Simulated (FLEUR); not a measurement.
# CdTe (F-43m) in FLEUR: a series of runs, part 2 of 2

FLEUR MaX-R8.1 (later development tree). The steps go on from the part before.

### 3 Equation of state, PBEsol, 31.60 Å³/atom (volume scaled by 0.96)

Contents of inp.xml:

```xml
<?xml version="1.0" encoding="UTF-8" standalone="no"?>
<fleurInput fleurInputVersion="0.39">
   <comment>
      CdTe                                                                                                
   </comment>
   <calculationSetup>
      <cutoffs Kmax="4.39" Gmax="13.6" GmaxXC="13.6" numbands="0"/>
      <scfLoop itmax="60" minDistance="0.00001" maxIterBroyd="15" imix="Anderson" alpha="0.05" precondParam="0.0" spinf="2.0" sdNocoIR="T"/>
      <coreElectrons ctail="T" frcor="F" kcrel="0" coretail_lmax="0"/>
      <xcFunctional name="PBEs" relativisticCorrections="F"/>
      <magnetism jspins="1"/>
      <soc l_soc="F" theta="0.0" phi="0.0" spav="F"/>
      <expertModes spex="0" secvar="F"/>
      <geometryOptimization l_f="F" forcealpha="1.0" forcemix="BFGS" epsdisp="0.00001" epsforce="0.00001"/>
      <ldaU l_linMix="F" mixParam="0.05" spinf="1.0"/>
   </calculationSetup>
   <cell>
      <bzIntegration valenceElectrons="42.0" mode="hist" fermiSmearingEnergy="0.00183747">
         <kPointListSelection listName="default-1"/>
         <!-- k-points included here -->
         <xi:include xmlns:xi="http://www.w3.org/2001/XInclude" href="kpts.xml"> </xi:include>
      </bzIntegration>
      <!-- symmetry operations included here -->
      <xi:include xmlns:xi="http://www.w3.org/2001/XInclude" href="sym.xml"> </xi:include>
      <bulkLattice scale="0.9864848297">
         <bravaisMatrix>
            <row-1>    0.0000000000000000     6.0565722293429998     6.0565722293429998</row-1>
            <row-2>    6.0565722293429998     0.0000000000000000     6.0565722293429998</row-2>
            <row-3>    6.0565722293429998     6.0565722293429998     0.0000000000000000</row-3>
         </bravaisMatrix>
      </bulkLattice>
   </cell>
   <atomSpecies>
      <species name="Tellurium (Te)" element="Te" atomicNumber="52">
         <mtSphere radius="2.23" gridPoints="761" logIncrement="0.017"/>
         <atomicCutoffs lmax="9" lnonsphr="9"/>
         <electronConfig flipSpins="F">
            <coreConfig>(1s1/2) (2s1/2) (2p1/2) (2p3/2) (3s1/2) (3p1/2) (3p3/2) (4s1/2) (3d3/2) (3d5/2)</coreConfig>
            <valenceConfig>(4p1/2) (4p3/2) (5s1/2) (4d3/2) (4d5/2) (5p1/2) (5p3/2)</valenceConfig>
            <stateOccupation state="(5p1/2)" spinUp="0.666667" spinDown="0.666667"/>
            <stateOccupation state="(5p3/2)" spinUp="1.333333" spinDown="1.333333"/>
         </electronConfig>
         <energyParameters s="5" p="5" d="5" f="4"/>
         <lo type="SCLO" l="1" n="4" eDeriv="0"/>
         <lo type="SCLO" l="1" n="4" eDeriv="1"/>
         <lo type="SCLO" l="2" n="4" eDeriv="0"/>
         <lo type="SCLO" l="2" n="4" eDeriv="1"/>
         <lo type="SCLO" l="0" n="5" eDeriv="2"/>
         <lo type="SCLO" l="3" n="4" eDeriv="2"/>
      </species>
      <species name="Cadmium (Cd)" element="Cd" atomicNumber="48">
         <mtSphere radius="2.48" gridPoints="847" logIncrement="0.015"/>
         <atomicCutoffs lmax="10" lnonsphr="10"/>
         <electronConfig flipSpins="F">
            <coreConfig>(1s1/2) (2s1/2) (2p1/2) (2p3/2) (3s1/2) (3p1/2) (3p3/2) (3d3/2) (3d5/2)</coreConfig>
            <valenceConfig>(4s1/2) (4p1/2) (4p3/2) (5s1/2) (4d3/2) (4d5/2)</valenceConfig>
         </electronConfig>
         <energyParameters s="5" p="5" d="4" f="4"/>
         <lo type="SCLO" l="0" n="4" eDeriv="0"/>
         <lo type="SCLO" l="1" n="4" eDeriv="0"/>
         <lo type="SCLO" l="1" n="4" eDeriv="1"/>
         <lo type="SCLO" l="2" n="4" eDeriv="2"/>
         <lo type="SCLO" l="3" n="4" eDeriv="2"/>
      </species>
   </atomSpecies>
   <atomGroups>
      <atomGroup species="Tellurium (Te)">
         <relPos label="                   1">-1.000/4.000 -1.000/4.000 -1.000/4.000</relPos>
         <force calculate="T" relaxXYZ="TTT"/>
      </atomGroup>
      <atomGroup species="Cadmium (Cd)">
         <relPos label="                   2">.0000000000 .0000000000 .0000000000</relPos>
         <force calculate="T" relaxXYZ="TTT"/>
      </atomGroup>
   </atomGroups>
   <output dos="F" band="F" slice="F">
      <checks vchk="F" cdinf="F"/>
      <bandDOS minEnergy="-.5*Htr" maxEnergy="0.5*Htr" sigma="0.015" storeEVData="T"/>
      <vacuumDOS vacdos="F" integ="F" star="F" nstars="0" locx1="0.0" locy1="0.0" locx2="0.0" locy2="0.0" nstm="0" tworkf="0.0"/>
      <unfoldingBand unfoldBand="F" supercellX="1" supercellY="1" supercellZ="1"/>
      <plotting iplot="0" polar="F">
         <plot TwoD="T" vec1="  1.0  0.0  0.0" vec2="  0.0  1.0  0.0" vec3="  0.0  0.0  1.0" zero="  0.0  0.0  0.0" file="plot"/>
      </plotting>
      <chargeDensitySlicing numkpt="0" minEigenval="0.0" maxEigenval="0.0" nnne="0" pallst="F"/>
      <specialOutput eonly="F"/>
      <moessbauerParams electricFieldGradient="T" isomerShift="T" coreHyperfine="T" valenceHyperfine="T"/>
      <magneticCircularDichroism mcd="F" energyLo="-10.0" energyUp="0.0"/>
   </output>
  <!-- We include the file relax.xml here to enable relaxations (see documentation) -->
  <xi:include xmlns:xi="http://www.w3.org/2001/XInclude" href="relax.xml"> <xi:fallback/> </xi:include>
</fleurInput>
```

Potentials or basis: all-electron, FLAPW.

Command:

```console
inpgen -f crystal.txt -profile fastHighL
# inp.xml edited to the form shown
fleur_MPI
```

Run time: 53 s. Hardware: 1 thread of AMD EPYC 9R45 (Zen 5), shared host; peak memory 0.09 GiB.

Results (log left out):

| Item | Value |
| --- | --- |
| Free energy | -337078.8022 eV |
| Band gap on the k mesh | 0.88 eV, direct |
| Valence electrons inside the program's atomic spheres | Te 18.84; Cd 18.46 (radii Te 2.23, Cd 2.48 bohr) |

Caveat: spin-orbit coupling is left out, which moves the levels of the heavy elements.

### 4 Equation of state, PBEsol, 32.26 Å³/atom (volume scaled by 0.98)

Edit inp.xml of step 3 so:

```diff
@@ -24,3 +24,3 @@
       <xi:include xmlns:xi="http://www.w3.org/2001/XInclude" href="sym.xml"> </xi:include>
-      <bulkLattice scale="0.9864848297">
+      <bulkLattice scale="0.9932883884">
          <bravaisMatrix>
```

Command:

```console
inpgen -f crystal.txt -profile fastHighL
# inp.xml edited to the form shown
fleur_MPI
```

It took 53 s on 1 thread of AMD EPYC 9R45 (Zen 5), shared host; peak memory 0.08 GiB.

Results (log left out):

```yaml
Free_energy: -337078.8292 eV
Band_gap_on_the_k_mesh: 0.82 eV, direct
Valence_electrons_inside_the_program's_atomic_spheres: Te 18.83; Cd 18.45 (radii Te 2.23, Cd 2.48 bohr)
```

Caveat: spin-orbit coupling is left out, which moves the levels of the heavy elements.

### 5 Equation of state, PBEsol, 32.92 Å³/atom

Edit inp.xml of step 4 so:

```diff
@@ -24,3 +24,3 @@
       <xi:include xmlns:xi="http://www.w3.org/2001/XInclude" href="sym.xml"> </xi:include>
-      <bulkLattice scale="0.9932883884">
+      <bulkLattice scale="1.0000000000">
          <bravaisMatrix>
```

Command:

```console
inpgen -f crystal.txt -profile fastHighL
# inp.xml edited to the form shown
fleur_MPI
```

It took 61 s on 1 thread of AMD EPYC 9R45 (Zen 5), shared host; peak memory 0.09 GiB.

The run converged. Its results:

| Item | Value |
| --- | --- |
| Free energy | -337078.8474 eV |
| Band gap on the k mesh | 0.76 eV, direct |
| Valence electrons inside the program's atomic spheres | Te 18.82; Cd 18.43 (radii Te 2.23, Cd 2.48 bohr) |

Caveat: spin-orbit coupling is left out, which moves the levels of the heavy elements.

### 6 Equation of state, PBEsol, 33.58 Å³/atom (volume scaled by 1.02)

Edit inp.xml of step 5 so:

```diff
@@ -24,3 +24,3 @@
       <xi:include xmlns:xi="http://www.w3.org/2001/XInclude" href="sym.xml"> </xi:include>
-      <bulkLattice scale="1.0000000000">
+      <bulkLattice scale="1.0066227096">
          <bravaisMatrix>
```

Potentials or basis: all-electron, FLAPW.

Command:

```console
inpgen -f crystal.txt -profile fastHighL
# inp.xml edited to the form shown
fleur_MPI
```

It took 63 s on 1 thread of AMD EPYC 9R45 (Zen 5), shared host; peak memory 0.09 GiB.

Results (log left out):

```
Free energy                                           : -337078.8574 eV
Band gap on the k mesh                                : 0.70 eV, direct
Valence electrons inside the program's atomic spheres : Te 18.82; Cd 18.41 (radii Te 2.23, Cd 2.48 bohr)
```

Caveat: spin-orbit coupling is left out, which moves the levels of the heavy elements.

### 7 Equation of state, PBEsol, 34.24 Å³/atom (volume scaled by 1.04)

Edit inp.xml of step 6 so:

```diff
@@ -24,3 +24,3 @@
       <xi:include xmlns:xi="http://www.w3.org/2001/XInclude" href="sym.xml"> </xi:include>
-      <bulkLattice scale="1.0066227096">
+      <bulkLattice scale="1.0131594038">
          <bravaisMatrix>
```

Command:

```console
inpgen -f crystal.txt -profile fastHighL
# inp.xml edited to the form shown
fleur_MPI
```

It took 62 s on 1 thread of AMD EPYC 9R45 (Zen 5), shared host; peak memory 0.09 GiB.

The run converged. Its results:

```
Free energy                                           : -337078.8599 eV
Band gap on the k mesh                                : 0.64 eV, direct
Valence electrons inside the program's atomic spheres : Te 18.81; Cd 18.39 (radii Te 2.23, Cd 2.48 bohr)
```

Caveat: spin-orbit coupling is left out, which moves the levels of the heavy elements.

### 8 Equation of state, PBEsol, 34.90 Å³/atom (volume scaled by 1.06)

Edit inp.xml of step 7 so:

```diff
@@ -24,3 +24,3 @@
       <xi:include xmlns:xi="http://www.w3.org/2001/XInclude" href="sym.xml"> </xi:include>
-      <bulkLattice scale="1.0131594038">
+      <bulkLattice scale="1.0196128224">
          <bravaisMatrix>
```

Command:

```console
inpgen -f crystal.txt -profile fastHighL
# inp.xml edited to the form shown
fleur_MPI
```

Run time: 66 s. Hardware: 1 thread of AMD EPYC 9R45 (Zen 5), shared host; peak memory 0.09 GiB.

The run converged. Its results:

| Quantity | Value |
| --- | --- |
| Free energy | -337078.8562 eV |
| Band gap on the k mesh | 0.58 eV, direct |
| Valence electrons inside the program's atomic spheres | Te 18.80; Cd 18.38 (radii Te 2.23, Cd 2.48 bohr) |

Caveat: spin-orbit coupling is left out, which moves the levels of the heavy elements.

### 9 Equation of state, PBEsol

Potentials or basis: all-electron, FLAPW.

No new run: the results of the series are fitted here.

Results:

```
Equilibrium volume                      : 34.17 Å³/atom
Bulk modulus                            : 42 GPa
Pressure derivative of the bulk modulus : 4.7
```

Energy against volume, from the lowest point:
| volume (Å³/atom) | energy (meV/atom) |
| --- | --- |
| 30.947 | 47.57 |
| 31.605 | 28.86 |
| 32.263 | 15.36 |
| 32.922 | 6.24 |
| 33.580 | 1.26 |
| 34.239 | 0.00 |
| 34.897 | 1.88 |

The run has no spin-orbit coupling, so splittings on Te are missing.

### 10 How close it comes

Step 9. Measured bulk modulus of CdTe: 42 GPa (powder; quoted in “Multiscale insight into the Cd1-xZnxTe vibrational-mechanical properties -- High-pressure experiments and ab initio calculations”, 2023, arxiv:2306.14539). This calculation gives 42 GPa (-0.8 %). The fit is for a static lattice scaled at fixed shape and fixed fractional positions.
